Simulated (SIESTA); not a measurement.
Crystal: MoS2.

```
Mo S
1.0
     1.58000    0.91221    6.15000
    -1.58000    0.91221    6.15000
     0.00000   -1.82443    6.15000
Mo S
1 2
Direct
  0.00000 0.00000 0.00000
  0.41700 0.41700 0.41700
  0.25000 0.25000 0.25000
```

Measurements of this composition are mostly on another form, of space group No. 194.

Base run:

- Program: SIESTA 5.4.2
- Functional: vdW-DF-cx
- Potentials or basis: PseudoDojo 0.4 standard (PBE files)
- Basis: DZP (energy shift 0.003 Ry; two zetas on semicore shells)
- Grid cutoff: 800 Ry
- Energy shift: 0.003 Ry
- k mesh: 10 × 10 × 10
- Occupations: fermi-dirac, width 0.05 eV
- Spin: no spin polarisation

Its results: band gap on the k mesh 0.99 eV, indirect (least direct gap 1.99 eV); pressure 5.1 GPa; largest force 0.971 eV/Å.

Task: After a change of settings the same cell gave: band gap on the k mesh 1.01 eV, indirect (least direct gap 1.99 eV); pressure 8.3 GPa; largest force 0.964 eV/Å. Which change was it?
A. functional from vdW-DF-cx to PBE
B. functional from vdW-DF-cx to BLYP
C. functional from vdW-DF-cx to AM05; potentials or basis from PseudoDojo 0.4 standard (PBE files) to PseudoDojo 0.4 standard (PBEsol files)

Result: A.

Caveats: the basis of atomic orbitals isn't converged, which shifts pressures, moduli and gaps; the potentials were made for another functional, which shifts forces and pressure (some runs).
